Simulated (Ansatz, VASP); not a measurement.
## AlN: VASP beside Ansatz

POSCAR

```
AlN
1.0
    0.0000000000      2.1839935596      2.1839935596
    2.1839935596      0.0000000000      2.1839935596
    2.1839935596      2.1839935596      0.0000000000
Al N
1 1
Direct
    0.0000000000      0.0000000000      0.0000000000
    0.7500000000      0.7500000000      0.7500000000
```

The input INCAR.step1:

```
SYSTEM = AlN
  ALGO = Normal
  EDIFF = 1E-4
  ENCUT = 520
  GGA = PE
  ISMEAR = 0
  LASPH = .True.
  LCHARG = .False.
  LREAL = .False.
  LWAVE = .True.
  NBANDS = 11
  NELM = 80
  PREC = Accurate
  SIGMA = 0.05
```

The input INCAR.step2:

```
SYSTEM = AlN
  ALGO = Normal
  EDIFF = 1E-6
  ENCUT = 520
  ISIF = 2
  ISMEAR = 0
  ISTART = 1
  LASPH = .True.
  LCHARG = .True.
  LELF = .True.
  LMIXTAU = .True.
  LREAL = .False.
  LVHAR = .True.
  LWAVE = .False.
  METAGGA = R2SCAN
  NBANDS = 11
  NELM = 80
  PREC = Accurate
  SIGMA = 0.05
```

The input KPOINTS:

```
k-points
0
Gamma
  10 10 10
  0 0 0
```

Input for Ansatz:

```yaml
crystal:
  lattice:
    - [0.0, 2.1839935596, 2.1839935596]
    - [2.1839935596, 0.0, 2.1839935596]
    - [2.1839935596, 2.1839935596, 0.0]
  atoms:
    - { symbol: Al, position: [0.0, 0.0, 0.0] }
    - { symbol: "N", position: [0.75, 0.75, 0.75] }
basis:
  ecutwfc: 500
kpoints:
  mp_grid: { grid: [10, 10, 10] }
hamiltonian:
  xc: r2scan
scf:
  occupations: { method: gaussian, width: 0.05 }
output:
  forces: true
  stress: true
  eigenvalues: true
```

Measurements of this composition are mostly on another form, of space group No. 186.

Alike in both runs: task single point; functional r2SCAN; k mesh 10 × 10 × 10; occupations gaussian, width 0.05 eV; no spin polarisation.

```csv
,VASP,Ansatz
version,VASP 6.6.1,Ansatz 0.2.0
potentials or method,"VASP PAW PBE potentials, release 64 (Al, N)","scalar-relativistic, plane waves, PAW"
plane-wave cutoff (eV),520,500
valence electrons in the cell,8,8
```

VASP gave:

| Quantity | Value |
| --- | --- |
| gap on the k mesh at the Fermi level (eV) | 3.93 |
| least direct gap on the mesh (eV) | 4.89 |
| pressure (GPa) | -0.1 |

Estimate Ansatz's values.

gap on the k mesh at the Fermi level (eV): 3.94; least direct gap on the mesh (eV): 4.85; pressure (GPa): 0.3.

With one functional, cell and mesh, what is left measures potentials, basis and numerics.

Caveats: the PAW data sets were made with another functional, which shifts forces and pressure a little (VASP). A k mesh can miss the band edges. r2SCAN opens gaps a little over a GGA but as a rule still falls short of measured ones.
